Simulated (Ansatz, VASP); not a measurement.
**One calculation of MgS, two programs**

File INCAR:

```
ALGO = Normal
EDIFF = 1E-7
ENCUT = 520
ISIF = 2
ISMEAR = -1
LASPH = T
LCHARG = F
LREAL = F
LWAVE = F
NBANDS = 11
NELM = 100
PREC = Accurate
SIGMA = 0.01
```

The input KPOINTS:

```
k-points
0
Gamma
  8 8 8
```

The input POSCAR:

```
MgS
1.0
    0.0000000000      2.6102934190      2.6102934190
    2.6102934190      0.0000000000      2.6102934190
    2.6102934190      2.6102934190      0.0000000000
Mg S
1 1
Direct
    0.0000000000      0.0000000000      0.0000000000
    0.5000000000      0.5000000000      0.5000000000
```

Input for Ansatz:

```yaml
crystal:
  lattice:
    - [0.0, 2.610293419, 2.610293419]
    - [2.610293419, 0.0, 2.610293419]
    - [2.610293419, 2.610293419, 0.0]
  atoms:
    - { symbol: Mg, position: [0.0, 0.0, 0.0] }
    - { symbol: S, position: [0.5, 0.5, 0.5] }
kpoints:
  mp_grid: { grid: [8, 8, 8] }
  band_path:
    path:
      - [0.0, 0.0, 0.0]
      - [0.5, 0.0, 0.5]
      - [0.625, 0.25, 0.625]
      - [0.375, 0.375, 0.75]
      - [0.0, 0.0, 0.0]
      - [0.5, 0.5, 0.5]
      - [0.5, 0.25, 0.75]
      - [0.5, 0.0, 0.5]
    npoints: 5
scf:
  occupations: { method: fermi_dirac, width: 0.01 }
hamiltonian:
  xc: lda
  pseudopotentials: { kind: all_electron, lapw: { basis_error: 0.00025 } }
output:
  forces: true
  stress: true
  eigenvalues: true
```

Change from the starting cell: volume scaled by 1.01.

Alike in both runs: task single point; functional LDA; k mesh 8 × 8 × 8; occupations fermi-dirac, width 0.01 eV; no spin polarisation.

|  | VASP | Ansatz |
| --- | --- | --- |
| version | VASP 6.6.1 | Ansatz 0.2.0 |
| potentials or method | VASP PAW LDA potentials, release 64 (Mg, S) | all-electron LAPW, scalar-relativistic |
| plane-wave cutoff (eV) | 520 | see its input |

|  | VASP | Ansatz | Ansatz less VASP |
| --- | --- | --- | --- |
| gap on the k mesh at the Fermi level (eV) | 2.54 | 2.54 | +0.004 |
| pressure (GPa) | -4.5 | -3.9 | +0.59 |

Ansatz ran all-electron here, so the differences hold the error of VASP's frozen core and of both bases.

A k mesh can miss the band edges.
